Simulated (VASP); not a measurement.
# MoS2 (Fm-3m) in VASP: notebook

One crystal, MoS2, is run at these levels: PBEsol+U, PBE+U; tasks: single point.

Everything below comes from runs of VASP 6.6.1. Logs are shortened: lines on timing, memory, paths and dates and some standing lists are left out, and cuts for length are marked.

## 1. Starting point

It takes space group Fm-3m (No. 225, cubic). Conventional cell: a = 5.992 Å, b = 5.992 Å, c = 5.992 Å, α = 90.00°, β = 90.00°, γ = 90.00°. Mo (site symmetry m-3m) is surrounded by 8 S at 2.59 Å. S (site symmetry -43m) is surrounded by 4 Mo at 2.59 Å.

Measurements of this composition are mostly on another form, of space group No. 194.

## 2. Single point, PBEsol+U, collinear spin, ferromagnetic start

The input, INCAR:

```
SYSTEM = MoS2
PREC     = Accurate       ! precision mode
ENCUT    = 520            ! plane-wave cutoff, eV
EDIFF    = 1E-6           ! SCF threshold, eV
ISMEAR   = 0              ! smearing method
SIGMA    = 0.05           ! smearing width, eV
LREAL    = .False.        ! projectors in reciprocal space
LASPH    = .True.         ! aspherical terms in the spheres
NELM     = 100            ! most SCF steps
ALGO     = Normal         ! electronic algorithm
ISIF     = 2              ! what is computed and relaxed
LWAVE    = .False.        ! write WAVECAR
LCHARG   = .False.        ! write CHGCAR
ISPIN    = 2              ! spin polarisation
MAGMOM   = 1 0 0          ! initial moments
LORBIT   = 11             ! projections on sites
NUPDOWN  = 1              ! fixed moment
LMAXMIX  = 4              ! l up to which the mixer works
LDAU     = .True.         ! DFT+U
LDAUTYPE = 2            
LDAUL    = 2 -1           ! shell
LDAUU    = 5 0            ! U, eV
LDAUJ    = 0 0          
LDAUPRINT= 1            
GGA      = PS             ! functional
```

The input, KPOINTS:

```
regular mesh
0
Gamma
  6 6 6
  0 0 0
```

The input, POSCAR:

```
MoS2
1.0
    0.0000000000      2.9959514200      2.9959514200
    2.9959514200      0.0000000000      2.9959514200
    2.9959514200      2.9959514200      0.0000000000
Mo S
1 2
Direct
    0.0000000000      0.0000000000      0.0000000000
    0.2500000000      0.2500000000      0.2500000000
    0.7500000000      0.7500000000      0.7500000000
```

Potentials or basis: VASP PAW PBE potentials, release 64 (Mo_sv, S).

Command:

```console
cat potpaw_PBE.64/Mo_sv/POTCAR potpaw_PBE.64/S/POTCAR > POTCAR
mpirun -np 1 vasp_std > vasp.out
```

OUTCAR:

```text
SYSTEM = MoS2
   PREC = Accurate
   ENCUT = 520
   EDIFF = 1E-6
   ISMEAR = 0
   LREAL = .False.
   LASPH = .True.
   NELM = 100
   ISIF = 2
   ISPIN = 2
   LORBIT = 11
   NUPDOWN = 1
   GGA = PS

 ion  position               nearest neighbor table
   1  0.000  0.000  0.000-   3 2.59   3 2.59   3 2.59   2 2.59   2 2.59   2 2.59   3 2.59   2 2.59

   2  0.250  0.250  0.250-   1 2.59   1 2.59   1 2.59   1 2.59
   3  0.750  0.750  0.750-   1 2.59   1 2.59   1 2.59   1 2.59

  LATTYP: Found a face centered cubic cell.
 ALAT       =     5.9919028400

  Lattice vectors:

 A1 = (   0.0000000000,   2.9959514200,   2.9959514200)
 A2 = (   2.9959514200,   0.0000000000,   2.9959514200)
 A3 = (   2.9959514200,   2.9959514200,   0.0000000000)

Analysis of symmetry for initial positions (statically):
=====================================================================
 Subroutine PRICEL returns:
 Original cell was already a primitive cell.

 Routine SETGRP: Setting up the symmetry group for a
 face centered cubic supercell.

 Subroutine GETGRP returns: Found 48 space group operations
 (whereof 48 operations were pure point group operations)
 out of a pool of 48 trial point group operations.

The static configuration has the point symmetry O_h .

Analysis of symmetry for dynamics (positions and initial velocities):
=====================================================================
 Subroutine PRICEL returns:
 Original cell was already a primitive cell.

 Routine SETGRP: Setting up the symmetry group for a
 face centered cubic supercell.

 Subroutine GETGRP returns: Found 48 space group operations
 (whereof 48 operations were pure point group operations)
 out of a pool of 48 trial point group operations.

The dynamic configuration has the point symmetry O_h .

Analysis of structural, dynamic, and magnetic symmetry:
=====================================================================
 Subroutine PRICEL returns:
 Original cell was already a primitive cell.

 Routine SETGRP: Setting up the symmetry group for a
 face centered cubic supercell.

 Subroutine GETGRP returns: Found 48 space group operations
 (whereof 48 operations were pure point group operations)
 out of a pool of 48 trial point group operations.

[... 164 lines left out ...]
  o =  0.3249  v =  0.0000 -0.0474  0.0000  0.9989  0.0000  0.0000  0.0000  0.0000  0.0000  0.0000      0.0000  0.0000  0.0000  0.0000  0.0000  0.0000  0.0000  0.0000  0.0000  0.0000
  o =  0.8223  v =  0.0000 -0.0000 -0.1006  0.0000  0.9949  0.0000  0.0000  0.0000  0.0000  0.0000      0.0000  0.0000  0.0000  0.0000  0.0000  0.0000  0.0000  0.0000  0.0000  0.0000
  o =  0.8223  v =  0.0000  0.0000  0.9949 -0.0000  0.1006  0.0000  0.0000  0.0000  0.0000  0.0000      0.0000  0.0000  0.0000  0.0000  0.0000  0.0000  0.0000  0.0000  0.0000  0.0000

 number of electron      26.0000003 magnetization       1.0000000

 Free energy of the ion-electron system (eV)
  ---------------------------------------------------
  ext. energy  EPLUGINS =         0.00000000
  ---------------------------------------------------
  free energy    TOTEN  =       -16.14351740 eV

  energy without entropy =      -16.13897140  energy(sigma->0) =      -16.14124440

 E-fermi :   8.7993     XC(G=0): -11.0873

 val. band max:        8.7619375188   @ k =  -0.3333   0.3333   0.0000
 cond. band min:       6.9688380795   @ k =   0.1667   0.1667   0.0000
 fundamental gap:     -1.7930994393
 Fermi energy:         6.9520782885

 spin component 1

 k-point     1 :       0.0000    0.0000    0.0000
  band No.  band energies     occupation
      1     -54.4083      1.00000
      2     -28.5240      1.00000
      3     -28.5240      1.00000
      4     -28.5240      1.00000
      5      -7.2370      1.00000
      6      -2.9965      1.00000
[... 312 lines left out ...]
      4     -28.5331      1.00000
      5      -5.2922      1.00000
      6      -4.9165      1.00000
[... 10 lines left out ...]
     17      11.2277      0.00000
     18      12.9333      0.00000
 Fermi energy:         8.7993157403

 spin component 2

 k-point     1 :       0.0000    0.0000    0.0000
  band No.  band energies     occupation
      1     -53.4484      1.00000
      2     -27.4693      1.00000
      3     -27.4693      1.00000
      4     -27.4693      1.00000
      5      -7.4513      1.00000
      6      -3.3483      1.00000
[... 313 lines left out ...]
      5      -5.5670      1.00000
      6      -5.1779      1.00000
[... 10 lines left out ...]
     17      11.4761      0.00000
     18      14.1504      0.00000

------------------------ aborting loop because EDIFF is reached ----------------------------------------

  FORCE on cell =-STRESS in cart. coord.  units (eV):
  Direction    XX          YY          ZZ          XY          YZ          ZX
  --------------------------------------------------------------------------------------
  -------------------------------------------------------------------------------------
  Total       -1.2982015     -1.2982015     -1.2982015      0.0000000      0.0000000     -0.0000000
  in kB      -38.6739386    -38.6739386    -38.6739386      0.0000000      0.0000000     -0.0000000
  external PRESSURE =     -38.6739386 kB  Pullay stress =       0.0000000 kB

 VOLUME and BASIS-vectors are now :
 -----------------------------------------------------------------------------
  energy-cutoff  :      520.00
  volume of cell :       53.78
      direct lattice vectors                 reciprocal lattice vectors
     0.000000000  2.995951420  2.995951420    -0.166891892  0.166891892  0.166891892
     2.995951420  0.000000000  2.995951420     0.166891892 -0.166891892  0.166891892
     2.995951420  2.995951420  0.000000000     0.166891892  0.166891892 -0.166891892

 POSITION                                       TOTAL-FORCE (eV/Angst)
 -----------------------------------------------------------------------------------
      0.00000      0.00000      0.00000        -0.000000     -0.000000      0.000000
      1.49798      1.49798      1.49798         0.000000     -0.000000     -0.000000
      4.49393      4.49393      4.49393         0.000000      0.000000      0.000000
 -----------------------------------------------------------------------------------
    total drift:                                0.000000     -0.000000      0.000000

  FREE ENERGIE OF THE ION-ELECTRON SYSTEM (eV)
  ---------------------------------------------------
  free  energy   TOTEN  =       -16.1435173994 eV

  energy  without entropy=      -16.1389714026  energy(sigma->0) =      -16.14124440

 total charge

# of ion       s       p       d       tot
------------------------------------------
    1        2.267   6.144   3.679  12.090
    2        1.347   2.308   0.000   3.655
    3        1.347   2.308   0.000   3.655
--------------------------------------------------
tot          4.961  10.760   3.679  19.400

 magnetization (x)

# of ion       s       p       d       tot
------------------------------------------
    1        0.018   0.021   1.506   1.546
    2       -0.015  -0.207   0.000  -0.222
    3       -0.015  -0.207   0.000  -0.222
--------------------------------------------------
tot         -0.011  -0.393   1.506   1.102
```

OSZICAR:

```text
N       E                     dE             d eps       ncg     rms          rms(c)
DAV:   1     0.183017090638E+03    0.18302E+03   -0.13123E+04  1152   0.133E+03
DAV:   2    -0.958021230574E+01   -0.19260E+03   -0.18952E+03  1418   0.332E+02
DAV:   3    -0.174397488477E+02   -0.78595E+01   -0.76160E+01  1402   0.608E+01
DAV:   4    -0.175586356527E+02   -0.11889E+00   -0.11834E+00  1456   0.742E+00
DAV:   5    -0.175598919736E+02   -0.12563E-02   -0.12534E-02  1400   0.768E-01    0.175E+01
DAV:   6    -0.166260755583E+02    0.93382E+00   -0.27495E+01  1294   0.261E+01    0.960E+00
DAV:   7    -0.160340974451E+02    0.59198E+00   -0.53657E+00  1192   0.136E+01    0.522E+00
DAV:   8    -0.161090741124E+02   -0.74977E-01   -0.57920E-01  1354   0.419E+00    0.249E+00
DAV:   9    -0.161287182711E+02   -0.19644E-01   -0.41074E-02  1378   0.100E+00    0.661E-01
DAV:  10    -0.161387983890E+02   -0.10080E-01   -0.20093E-02  1328   0.603E-01    0.315E-01
DAV:  11    -0.161424760284E+02   -0.36776E-02   -0.88893E-03  1474   0.362E-01    0.130E-01
DAV:  12    -0.161432732312E+02   -0.79720E-03   -0.90384E-04  1370   0.151E-01    0.883E-02
DAV:  13    -0.161434793826E+02   -0.20615E-03   -0.26402E-04  1372   0.814E-02    0.477E-02
DAV:  14    -0.161435152243E+02   -0.35842E-04   -0.84102E-05  1356   0.520E-02    0.163E-02
DAV:  15    -0.161435171885E+02   -0.19642E-05   -0.56563E-06  1298   0.138E-02    0.682E-03
DAV:  16    -0.161435173994E+02   -0.21092E-06   -0.46798E-07   724   0.444E-03
   1 F= -.16143517E+02 E0= -.16141244E+02  d E =-.454600E-02  mag=     1.0000
```

stdout:

```text
POSCAR found type information on POSCAR MoS
 POSCAR found :  2 types and       3 ions
 scaLAPACK will be used
 -----------------------------------------------------------------------------
|                                                                             |
|                                                                             |
|     You enforced a specific xc type in the INCAR file but a different       |
|     I HOPE YOU KNOW WHAT YOU ARE DOING!                                     |
|                                                                             |
 -----------------------------------------------------------------------------

 LDA part: xc-table for (Slater+PW92), standard interpolation
 POSCAR, INCAR and KPOINTS ok, starting setup
 FFT: planning ... GRIDC
 FFT: planning ... GRID_SOFT
 FFT: planning ... GRID
 WAVECAR not read
 entering main loop
```

Wall time 41 s (1 thread of AMD EPYC 7R43 (Zen 3), shared host); peak memory 0.17 GiB.

Results:

```
Free energy                                           : -16.1435 eV
Pressure                                              : -3.9 GPa
Net moment                                            : 1.00 μB per cell
Site moments                                          : Mo +1.55; S -0.22 μB
Valence electrons inside the program's atomic spheres : Mo 12.09; S 3.65
```

Eigenvalues of the final occupation matrices:
```tsv
site	spin	trace	eigenvalues
site 1 d	1	2.62	0.32 0.32 0.32 0.82 0.82
site 1 d	2	1.10	0.15 0.15 0.27 0.27 0.27
```

Caveat: the PAW data sets were made with another functional, which shifts forces and pressure a little; the total moment is fixed, so each spin has its own Fermi level.

(Part 1 of 2 ends here.)
